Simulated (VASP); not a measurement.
**CdTe: single point with PBE**

CdTe:

```xyz
2
Lattice="0.0000 3.2800 3.2800 3.3554 0.0000 3.2800 3.3554 3.2800 0.0000" Properties=species:S:1:pos:R:3 pbc="T T T"
Cd    0.0000    0.0000    0.0000
Te    1.6777    1.6400    1.6400
```

The cell was built by a generator and needn't be a form met in nature.

The cell isn't the ideal one: uniaxial_x strain +2.3%.

| Quantity | Value |
| --- | --- |
| Program | VASP 6.6.1 |
| Task | single point |
| Functional | PBE |
| Potentials or basis | VASP PAW PBE potentials, release 64 (Cd, Te) |
| Cutoff | 520 eV |
| k mesh | 6 × 6 × 6 |
| Occupations | fermi-dirac, width 0.02 eV |
| Spin | no spin polarisation |
| Dipole correction | no |
| Further INCAR settings | ALGO = Normal; EDIFF = 1e-06; NBANDS = 16 |

```json
{
  "Pressure": "0.3 GPa",
  "Band gap on the k mesh": "0.57 eV, direct"
}
```

Stress tensor (GPa, compression positive):
```
0.00 0.00 0.00
0.00 0.39 0.00
0.00 0.00 0.39
```

Levels at points of the mesh, in eV from the valence-band top:
```csv
k point,band 5,band 6,band 7,band 8,band 9,band 10,band 11,band 12,band 13,band 14
"(0.00, 0.00, 0.00)",-7.91,-7.91,-0.07,0.00,0.00,0.57,4.61,4.61,4.62,7.36
"(0.50, 0.00, 0.00)",-7.90,-7.60,-4.12,-0.77,-0.66,1.73,5.12,5.24,6.99,8.42
"(0.50, 0.50, 0.00)",-7.88,-7.47,-4.02,-1.74,-1.71,2.59,2.68,8.55,8.72,8.86
"(0.00, 0.50, 0.50)",-7.89,-7.50,-4.12,-1.63,-1.63,2.75,2.76,8.40,8.81,8.81
```

Wall time 26 s on 1 thread of Intel(R) Xeon(R) Platinum 8259CL CPU @ 2.50GHz (Skylake/Cascade Lake) (shared host), peak memory 0.22 GiB.

Caveat: spin-orbit coupling is left out, which moves the levels of the heavy elements.
